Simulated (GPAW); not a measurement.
# CoO (R3m) in GPAW: single point with r2SCAN

Aim: the single point of CoO with r2SCAN.

All numbers are computed with GPAW 26.7.0; they aren't measurements. Logs are shortened: lines on timing, memory, paths and dates and some standing lists are left out, and cuts for length are marked. The log counts tension as positive stress, the text compression.

## 1. The structure

Symmetry: R3m, No. 160, trigonal system. The conventional cell has a = 3.204 Å, b = 3.204 Å, c = 7.699 Å, α = 90.00°, β = 90.00°, γ = 120.00°. Co (site symmetry 3m) is surrounded by 4 O at 1.91 to 1.96 Å. O (site symmetry 3m) has 4 Co at 1.91 to 1.96 Å as nearest neighbours.

Measurements of this composition are mostly on another form, of space group No. 225.

## 2. Single point, r2SCAN, collinear spin, ferromagnetic start

The input, run.py:

```python
import spglib
from ase import Atoms
from ase.dft.bandgap import bandgap
from ase.io import read, write
from ase.units import GPa
from gpaw import GPAW, PW

atoms = read('CoO.cif')
cell, positions, numbers = spglib.find_primitive(
    (atoms.cell[:], atoms.get_scaled_positions(), atoms.numbers), symprec=1e-4)
atoms = Atoms(numbers, cell=cell, scaled_positions=positions, pbc=True)
atoms.set_initial_magnetic_moments([3.0, 0.0])

calc = GPAW(mode=PW(650),
            xc='MGGA_X_R2SCAN+MGGA_C_R2SCAN',
            kpts={'size': (8, 8, 8), 'gamma': True},
            occupations={'name': 'fermi-dirac', 'width': 0.05},
            nbands=17,
            maxiter=120,
            txt='gpaw.txt')
atoms.calc = calc
energy = atoms.get_potential_energy()
forces = atoms.get_forces()
stress = atoms.get_stress()
calc.write('gs.gpw')
write('result.traj', atoms)
print(f'Energy: {energy:.6f} eV')
print('Forces (eV/A):')
print(forces.round(4))
print('Stress (GPa):', (stress / GPa).round(3))
print('Moments:', calc.get_magnetic_moments().round(3))
print('Fermi level:', round(calc.get_fermi_level(), 4), 'eV')
print(f'Gap: {bandgap(calc)[0]:.4f} eV, direct: {bandgap(calc, direct=True)[0]:.4f} eV')
```

The input, CoO.cif:

```cif
data_CoO
_cell_length_a 3.20443968
_cell_length_b 3.20443968
_cell_length_c 7.69941267
_cell_angle_alpha 90.00000000
_cell_angle_beta 90.00000000
_cell_angle_gamma 120.00000000
_space_group_name_H-M_alt 'R3m'
_space_group_name_Hall 'R 3 -2"'
_space_group_IT_number 160
loop_
_space_group_symop_operation_xyz
'x,y,z'
'-y,x-y,z'
'-x+y,-x,z'
'-y,-x,z'
'-x+y,y,z'
'x,x-y,z'
'x+2/3,y+1/3,z+1/3'
'-y+2/3,x-y+1/3,z+1/3'
'-x+y+2/3,-x+1/3,z+1/3'
'-y+2/3,-x+1/3,z+1/3'
'-x+y+2/3,y+1/3,z+1/3'
'x+2/3,x-y+1/3,z+1/3'
'x+1/3,y+2/3,z+2/3'
'-y+1/3,x-y+2/3,z+2/3'
'-x+y+1/3,-x+2/3,z+2/3'
'-y+1/3,-x+2/3,z+2/3'
'-x+y+1/3,y+2/3,z+2/3'
'x+1/3,x-y+2/3,z+2/3'
loop_
_atom_site_label
_atom_site_type_symbol
_atom_site_symmetry_multiplicity
_atom_site_Wyckoff_symbol
_atom_site_fract_x
_atom_site_fract_y
_atom_site_fract_z
_atom_site_occupancy
Co1 Co 3 a 0.3333333333 0.6666666667 0.6656449867 1
O1 O 3 a 0.3333333333 0.6666666667 0.4176876967 1
```

Potentials or basis: GPAW PAW data sets (gpaw-data 1.2.1), pw.

On the command line:

```
> OMP_NUM_THREADS=1 python run.py
```

gpaw.txt:

```text
__  _  _
 | _ |_)|_||  |
 |__||  | ||/\| - 26.7.0

Input parameters:
  mode=PW(ecut=650.0),
  kpts=MonkhorstPack(size=(8, 8, 8), gamma=True),
  maxiter=120,
  nbands=17,
  occupations=Occupations(name='fermi-dirac', width=0.05),
  xc=XC(name='MGGA_X_R2SCAN+MGGA_C_R2SCAN')

Diagonalizing LCAO Hamiltonian
Converting LCAO to pw mode

       Co

       O

Atoms  # Å, Bohr magnetons
|   | symbol |         x |         y |        z |    initial magnetic moments |
|---|--------|-----------|-----------|----------|-----------------------------|
| 0 |     Co | -0.000000 |  0.000000 | 7.691546 | ( 0.0000,  0.0000,  3.0000) |
| 1 |      O |  0.000000 | -0.000000 | 5.782421 | ( 0.0000,  0.0000,  0.0000) |

Unit cell  # Å
| periodic |         x |         y |        z |  lengths |    angles |
|----------|-----------|-----------|----------|----------|-----------|
|      yes |  1.602220 |  0.925042 | 2.566471 | 3.163793 | 60.851823 |
|      yes | -1.602220 |  0.925042 | 2.566471 | 3.163793 | 60.851823 |
|      yes |  0.000000 | -1.850084 | 2.566471 | 3.163793 | 60.851823 |

Number of symmetries: 6
Symmetry operations  # r_c * U_cc + t_c -> r_c
|   | kind |            matrix            |
|---|------|------------------------------|
| 0 |  E   |  1, 0, 0,  0, 1, 0,  0, 0, 1 |
| 1 |  σ   |  1, 0, 0,  0, 0, 1,  0, 1, 0 |
| 2 |  σ   |  0, 1, 0,  1, 0, 0,  0, 0, 1 |
| 3 |  C3  |  0, 1, 0,  0, 0, 1,  1, 0, 0 |
| 4 |  C3  |  0, 0, 1,  1, 0, 0,  0, 1, 0 |
| 5 |  σ   |  0, 0, 1,  0, 1, 0,  1, 0, 0 |

BZ-sampling:
  Number of BZ points: 512
  Number of IBZ points: 65

  Monkhorst-Pack size: [8, 8, 8]
  Monkhorst-Pack shift: [0.0625, 0.0625, 0.0625]

K-points  # in reciprocal-cell coordinates
|     |                                coordinates |     weight |
|-----|--------------------------------------------|------------|
|   0 | (  0.00000000,   0.00000000,   0.00000000) | 0.00195312 |
|   1 | (  0.12500000,   0.00000000,  -0.12500000) | 0.01171875 |
|   2 | (  0.12500000,   0.00000000,   0.00000000) | 0.01171875 |
|   3 | (  0.12500000,   0.12500000,  -0.12500000) | 0.01171875 |
|   4 | (  0.12500000,   0.12500000,   0.00000000) | 0.01171875 |
|   5 | (  0.12500000,   0.12500000,   0.12500000) | 0.00390625 |
|   6 | (  0.25000000,  -0.12500000,  -0.12500000) | 0.01171875 |
|   7 | (  0.25000000,   0.00000000,  -0.25000000) | 0.01171875 |
|   8 | (  0.25000000,   0.00000000,  -0.12500000) | 0.02343750 |
|   9 | (  0.25000000,   0.00000000,   0.00000000) | 0.01171875 |
| ... |                                            |            |
|  64 | (  0.50000000,   0.50000000,   0.50000000) | 0.00195312 |

Plane wave coefficients: 881
Cutoff: 650.0 eV

Spin-components: 2 (collinear spins)
Bands:           17
Projectors:      11
Spin-degeneracy: 1
Datatype:        complex128

Parallelization:
  kpt:    1
  domain: 1
  band:   1

Density:
  Valence electrons: 15.0
  Components: 2
  Grid points: [20 20 20]
  Charge: 0.0  # |e|

Potential:
  Grid points: [20 20 20]

species:
  Co:
    name:    Cobalt
    Z:       27.0
    valence: 9
    core:    18
    charge:  0.0  # [|e|]
    compensation charges:
      type: gauss
      rc: 0.32  # [Å]
      lmax: 2
    cutoffs:
      filter: 1.87  # [Å]
      core: 2.55  # [Å]
    projectors
    | kind |    occ | energy [eV] | rcut [Å] |
    |------|--------|-------------|----------|
    |   4s |  2.000 |      -5.469 |    1.005 |
    |   4p |  0.000 |      -1.277 |    1.058 |
    |   3d |  7.000 |      -8.205 |    1.005 |
    |    s |        |      21.742 |    1.005 |
    |    p |        |      25.934 |    1.058 |
    |    d |        |      19.007 |    1.005 |

    Using partial waves for Co as LCAO basis

  O:
    name:    Oxygen
    Z:       8.0
    valence: 6
    core:    2
    charge:  0.0  # [|e|]
    compensation charges:
      type: gauss
      rc: 0.21  # [Å]
      lmax: 2
    cutoffs:
      filter: 1.17  # [Å]
      core: 0.83  # [Å]
    projectors
    | kind |    occ | energy [eV] | rcut [Å] |
    |------|--------|-------------|----------|
    |   2s |  2.000 |     -23.961 |    0.688 |
    |   2p |  4.000 |      -9.029 |    0.598 |
    |    s |        |       3.251 |    0.688 |
    |    p |        |      18.182 |    0.598 |
    |    d |        |       0.000 |    0.619 |

    Using partial waves for O as LCAO basis

Reference energy: -39943.562207  # eV

eigensolver:
  PPCG
  Converge bands: occupied
  niter=2

density mixing:
  MSR1-Mixer
  Pratt-step length: 0.05
  Maximum mixing coefficient: 0.75
  Old densities: 10
  SVD Regularization: 0.005
  Good broyden scale: 1.0
  Trust region scale: 1.0
  Backstep threshold: 4.0
  History deletion threshold: 6.0
  Fourier metric: weight=20.0, sigma=0.015

occupation numbers:
  Fermi-Dirac:
    width: 0.0500  # eV

poisson solver:
  ecut: 5200.0  # eV

xc functional:
  name: MGGA_X_R2SCAN+MGGA_C_R2SCAN with 2 nearest neighbor stencil

convergence criteria:
- Maximum [total energy] change in last 3 cyles: 0.0005 eV / valence electron
- Maximum integral of absolute [dens]ity change: 0.0001 electrons / valence electron
- Maximum integral of absolute [eigenst]ate change: 4e-08 eV^2 / valence electron
maximum number of iterations: 120

SCF iterations
|iter     | |      energy | eigst |  dens |  magmom |
|---------|-|-------------|-------|-------|---------|
|iter:   1| |  -24.784997 | +0.02 |       |  +3.0023|
|iter:   2| |  -21.916849 | -1.11 | -0.88 |  +3.0038|
|iter:   3| |  -21.763065 | -1.13 | -0.88 |  +2.9675|
|iter:   4| |  -21.628397 | -1.93 | -1.19 |  +2.9736|
|iter:   5| |  -21.709576 | -2.49 | -1.36 |  +2.9901|
|iter:   6| |  -21.842225 | -2.40 | -1.58 |  +2.9991|
|iter:   7| |  -21.870858 | -3.21 | -1.99 |  +2.9945|
|iter:   8| |  -21.883518 | -3.23 | -2.16 |  +2.9835|
|iter:   9| |  -21.882577 | -3.83 | -2.39 |  +2.9908|
|iter:  10| |  -21.884206c| -4.12 | -2.62 |  +2.9887|
|iter:  11| |  -21.884082c| -5.31 | -3.10 |  +2.9889|
|iter:  12| |  -21.884168c| -6.00 | -3.61 |  +2.9884|
|iter:  13| |  -21.884153c| -7.07 | -3.83 |  +2.9885|
|iter:  14| |  -21.884144c| -7.77c| -4.31c|  +2.9886|

Converged in 14 steps
Energy contributions relative to reference atoms: (reference = -39943.562207)

Energy contributions:
  Kinetic:          36.702488
  Coulomb:         -31.727430
  Zero:             -0.009843
  External:          0.000000
  Xc:              -26.848165
  Entropy:          -0.002390
  Spinorbit:         0.000000
  ----------------------------
  Free energy:     -21.885339
  Extrapolated:    -21.884144

dipole moment: (0.000000, -0.000000, 22.131709)  # |e|*Ang

Total magnetic moment: (0.000000, 0.000000, 2.988561)

Local magnetic moments
|        x |        y |        z |
|----------|----------|----------|
| 0.000000 | 0.000000 | 2.532531 |  # Co   0
| 0.000000 | 0.000000 | 0.223115 |  # O    1

Fermi level: 6.663
Eigenvalues  # (at kpt = [0.000, 0.000, 0.000])
| band index |      eig [eV] | occ [0-1] |      eig [eV] | occ [0-1] |
|------------|---------------|-----------|---------------|-----------|
|          0 |       -14.443 |     1.000 |       -13.863 |     1.000 |
|          1 |        -0.015 |     1.000 |         1.743 |     1.000 |
|          2 |         0.044 |     1.000 |         1.803 |     1.000 |
|          3 |         0.045 |     1.000 |         1.825 |     1.000 |
|          4 |         4.178 |     1.000 |         5.855 |     1.000 |
|          5 |         4.179 |     1.000 |         5.908 |     1.000 |
|          6 |         6.568 |     0.870 |         7.669 |     0.000 |
|          7 |         6.568 |     0.870 |        10.377 |     0.000 |
|          8 |         6.669 |     0.469 |        10.447 |     0.000 |
|          9 |         6.874 |     0.014 |        10.520 |     0.000 |
|         10 |        21.155 |     0.000 |        21.717 |     0.000 |
|         11 |        21.155 |     0.000 |        21.721 |     0.000 |
|         12 |        21.747 |     0.000 |        22.316 |     0.000 |
|         13 |        27.105 |     0.000 |        27.739 |     0.000 |
|         14 |        27.116 |     0.000 |        28.210 |     0.000 |
|        ... |               |           |               |           |
|         16 |        27.547 |     0.000 |        28.522 |     0.000 |

No gap
No difference between direct/indirect transitions

Forces  # eV/Ang
|       x |       y |        z |
|---------|---------|----------|
| 0.00000 | 0.00000 |  0.40960 |  # Co   0
| 0.00000 | 0.00000 | -0.40933 |  # O    1

Stress tensor  # eV/Ang^3
|         x |         y |         z |
|-----------|-----------|-----------|
| -0.006437 |  0.000000 |  0.000000 |
|  0.000000 | -0.006437 | -0.000000 |
|  0.000000 | -0.000000 | -0.051667 |

# Writing to gs.gpw (mode='')
```

Wall time 2.3 min (1 thread of Intel Xeon Platinum 8259CL at 2.50GHz (Skylake/Cascade Lake), shared host); peak memory 0.28 GiB.

Results:

| Quantity | Value |
| --- | --- |
| Free energy | -21.8853 eV |
| Pressure | 3.4 GPa |
| Largest force | 0.410 eV/Å |
| Band gap on the k mesh | none (metal or under the smearing width) |
| Net moment | 2.99 μB per cell |
| Site moments | Co +2.53; O +0.22 μB |

Forces in eV/Å, atoms in the order of the input:
```
Co   0.000  0.000  0.410
O    0.000  0.000 -0.409
```

Stress tensor (GPa, compression positive):
```
1.03 0.00 0.00
0.00 1.03 0.00
0.00 0.00 8.28
```

Levels at points of the mesh, in eV from the Fermi level:
Spin up:
| k point | band 6 | band 7 | band 8 | band 9 | band 10 | band 11 | band 12 | band 13 |
| --- | --- | --- | --- | --- | --- | --- | --- | --- |
| (0.00, 0.00, 0.00) | -2.48 | -0.09 | -0.09 | 0.01 | 0.21 | 14.49 | 14.49 | 15.08 |
| (0.50, 0.00, 0.00) | -2.53 | -2.50 | -0.86 | -0.83 | 5.94 | 7.19 | 13.90 | 14.25 |
| (0.50, 0.50, 0.00) | -2.45 | -2.26 | -2.16 | -1.71 | 5.23 | 10.40 | 11.39 | 14.70 |
| (0.50, 0.50, 0.50) | -2.57 | -2.56 | -0.98 | -0.97 | 5.91 | 7.50 | 13.79 | 13.79 |
Spin down:
```tsv
k point	band 3	band 4	band 5	band 6	band 7	band 8	band 9	band 10
(0.00, 0.00, 0.00)	-4.86	-4.84	-0.81	-0.76	1.01	3.71	3.78	3.86
(0.50, 0.00, 0.00)	-4.79	-4.76	-0.48	-0.40	1.38	2.86	2.87	6.62
(0.50, 0.50, 0.00)	-4.55	-4.53	-0.42	-0.11	0.12	2.06	2.17	7.00
(0.50, 0.50, 0.50)	-4.73	-4.73	-0.44	-0.37	1.22	2.68	2.75	6.56
```

Caveat: the cutoff is short for stress and forces, so pressures can be off by a GPa or more; the PAW data sets were made with another functional, which shifts forces and pressure a little; a cell with one magnetic atom can't hold antiferromagnetic order, which such compounds often take; semilocal functionals often make such compounds metallic where correlation or magnetic order opens a gap, which also shifts bond lengths.
